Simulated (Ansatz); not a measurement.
## Sn: equation of state with LDA

Sn:

```
Sn
1.0
     0.00000    3.23334    3.23334
     3.23334    0.00000    3.23334
     3.23334    3.23334    0.00000
Sn
2
Direct
  0.75000 0.75000 0.75000
  0.50000 0.50000 0.50000
```

This isn't the form of Sn at room conditions, which is tetragonal (white tin).

```
Program             : Ansatz 0.2.0
Task                : equation of state
Functional          : LDA
Potentials or basis : Ansatz PAW
Cutoff              : 420 eV
Density cutoff      : 1680 eV
k mesh              : 7 × 7 × 7
Occupations         : fermi-dirac, width 0.05 eV
Spin                : no spin polarisation
```

```json
{
  "Equilibrium volume": "33.93 Å³/atom",
  "Bulk modulus": "44 GPa",
  "Pressure derivative of the bulk modulus": "5.2"
}
```

Energy against volume, from the lowest point:
| volume (Å³/atom) | energy (meV/atom) |
| --- | --- |
| 31.775 | 21.65 |
| 32.451 | 9.73 |
| 33.127 | 2.70 |
| 33.803 | 0.00 |
| 34.479 | 1.14 |
| 35.155 | 5.66 |
| 35.831 | 13.16 |

All runs of the series together: 7.4 s on 2 threads of Intel(R) Xeon(R) Platinum 8259CL CPU @ 2.50GHz (Skylake/Cascade Lake) (shared host).
